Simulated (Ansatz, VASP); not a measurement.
SiO2 in VASP and in Ansatz

Contents of INCAR:

```
SYSTEM = SiO2
PREC     = Accurate       ! precision mode
ENCUT    = 520            ! plane-wave cutoff, eV
EDIFF    = 1E-8           ! SCF threshold, eV
ISMEAR   = 0              ! smearing method
SIGMA    = 0.01           ! smearing width, eV
LREAL    = Auto         
LASPH    = .True.         ! aspherical terms in the spheres
NELM     = 100            ! most SCF steps
ALGO     = Fast           ! electronic algorithm
ISIF     = 2              ! what is computed and relaxed
LWAVE    = .False.        ! write WAVECAR
LCHARG   = .False.        ! write CHGCAR
GGA      = PE             ! functional
LEFG     = .True.       
NBANDS   = 120            ! bands
```

File KPOINTS:

```
Automatic mesh
0
Gamma
  3 3 3
  0 0 0
```

POSCAR

```
SiO2
1.0
    4.1773000000      4.1773000000      0.0000000000
   -4.1773000000      4.1773000000      0.0000000000
    0.0000000000      0.0000000000      7.9956000000
Si O
12 24
Direct
    0.0000000000      0.0000000000      0.0000000000
    0.0000000000      0.0000000000      0.3333333333
    0.0000000000      0.0000000000      0.6666666667
    0.5000000000      0.5000000000      0.0000000000
    0.5000000000      0.5000000000      0.3333333333
    0.5000000000      0.5000000000      0.6666666667
    0.5000000000      0.0000000000      0.1666666667
    0.5000000000      0.0000000000      0.5000000000
    0.5000000000      0.0000000000      0.8333333333
    0.0000000000      0.5000000000      0.1666666667
    0.0000000000      0.5000000000      0.5000000000
    0.0000000000      0.5000000000      0.8333333333
    0.3054889230      0.0000000000      0.0000000000
    0.3054889230      0.0000000000      0.3333333333
    0.3054889230      0.0000000000      0.6666666667
    0.8054889230      0.5000000000      0.0000000000
    0.8054889230      0.5000000000      0.3333333333
    0.8054889230      0.5000000000      0.6666666667
    0.5000000000      0.3054889230      0.1666666667
    0.5000000000      0.3054889230      0.5000000000
    0.5000000000      0.3054889230      0.8333333333
    0.0000000000      0.8054889230      0.1666666667
    0.0000000000      0.8054889230      0.5000000000
    0.0000000000      0.8054889230      0.8333333333
    0.6945110770      0.0000000000      0.0000000000
    0.6945110770      0.0000000000      0.3333333333
    0.6945110770      0.0000000000      0.6666666667
    0.1945110770      0.5000000000      0.0000000000
    0.1945110770      0.5000000000      0.3333333333
    0.1945110770      0.5000000000      0.6666666667
    0.5000000000      0.6945110770      0.1666666667
    0.5000000000      0.6945110770      0.5000000000
    0.5000000000      0.6945110770      0.8333333333
    0.0000000000      0.1945110770      0.1666666667
    0.0000000000      0.1945110770      0.5000000000
    0.0000000000      0.1945110770      0.8333333333
```

Input for Ansatz:

```yaml
crystal:
  lattice:
    - [4.1773, 4.1773, 0.0]
    - [-4.1773, 4.1773, 0.0]
    - [0.0, 0.0, 7.9956]
  atoms:
    - { symbol: Si, position: [0.0, 0.0, 0.0] }
    - { symbol: Si, position: [0.0, 0.0, 0.3333333333] }
    - { symbol: Si, position: [0.0, 0.0, 0.6666666667] }
    - { symbol: Si, position: [0.5, 0.5, 0.0] }
    - { symbol: Si, position: [0.5, 0.5, 0.3333333333] }
    - { symbol: Si, position: [0.5, 0.5, 0.6666666667] }
    - { symbol: Si, position: [0.5, 0.0, 0.1666666667] }
    - { symbol: Si, position: [0.5, 0.0, 0.5] }
    - { symbol: Si, position: [0.5, 0.0, 0.8333333333] }
    - { symbol: Si, position: [0.0, 0.5, 0.1666666667] }
    - { symbol: Si, position: [0.0, 0.5, 0.5] }
    - { symbol: Si, position: [0.0, 0.5, 0.8333333333] }
    - { symbol: O, position: [0.305488923, 0.0, 0.0] }
    - { symbol: O, position: [0.305488923, 0.0, 0.3333333333] }
    - { symbol: O, position: [0.305488923, 0.0, 0.6666666667] }
    - { symbol: O, position: [0.805488923, 0.5, 0.0] }
    - { symbol: O, position: [0.805488923, 0.5, 0.3333333333] }
    - { symbol: O, position: [0.805488923, 0.5, 0.6666666667] }
    - { symbol: O, position: [0.5, 0.305488923, 0.1666666667] }
    - { symbol: O, position: [0.5, 0.305488923, 0.5] }
    - { symbol: O, position: [0.5, 0.305488923, 0.8333333333] }
    - { symbol: O, position: [0.0, 0.805488923, 0.1666666667] }
    - { symbol: O, position: [0.0, 0.805488923, 0.5] }
    - { symbol: O, position: [0.0, 0.805488923, 0.8333333333] }
    - { symbol: O, position: [0.694511077, 0.0, 0.0] }
    - { symbol: O, position: [0.694511077, 0.0, 0.3333333333] }
    - { symbol: O, position: [0.694511077, 0.0, 0.6666666667] }
    - { symbol: O, position: [0.194511077, 0.5, 0.0] }
    - { symbol: O, position: [0.194511077, 0.5, 0.3333333333] }
    - { symbol: O, position: [0.194511077, 0.5, 0.6666666667] }
    - { symbol: O, position: [0.5, 0.694511077, 0.1666666667] }
    - { symbol: O, position: [0.5, 0.694511077, 0.5] }
    - { symbol: O, position: [0.5, 0.694511077, 0.8333333333] }
    - { symbol: O, position: [0.0, 0.194511077, 0.1666666667] }
    - { symbol: O, position: [0.0, 0.194511077, 0.5] }
    - { symbol: O, position: [0.0, 0.194511077, 0.8333333333] }
kpoints:
  mp_grid: { grid: [3, 3, 3] }
scf:
  occupations: { method: fixed }
hamiltonian:
  xc: pbe
  pseudopotentials: { kind: paw }
output:
  forces: true
  efg: { quadrupole_moments_barn: { O: -0.02558 }, contact_densities: true }
  core_levels:
    shells: { O: "1s", Si: "2p" }
    counted_from: valence_top
    eps_inf: [3.374, 3.374, 3.548]
```

Alike in both runs: task electric field gradients; functional PBE; k mesh 3 × 3 × 3; no spin polarisation.

|  | VASP | Ansatz |
| --- | --- | --- |
| version | VASP 6.6.1 | Ansatz 0.2.0 |
| potentials or method | VASP PAW PBE potentials, release 64 (Si, O) | plane-wave PAW, scalar-relativistic |
| plane-wave cutoff (eV) | 520 | 420 |
| occupations | gaussian, width 0.01 eV | fixed |
| valence electrons in the cell | 192 | 192 |

Ansatz gave:

```
gap on the k mesh at the Fermi level (eV)                      : 5.62
rms of the force components (eV/Å)                             : 0.000
Vzz of the field gradient on the site that differs most (V/Å²) : 17.0
```

**Question.** What did VASP give for the same quantities?

**Answer.** gap on the k mesh at the Fermi level (eV): 5.61; rms of the force components (eV/Å): 0.007; Vzz of the field gradient on the site that differs most (V/Å²): 19.5.

Atom by atom the forces differ by 0.007 eV/Å (rms over components).

A hybrid or GW would open this gap; PBE tends to underestimate it.
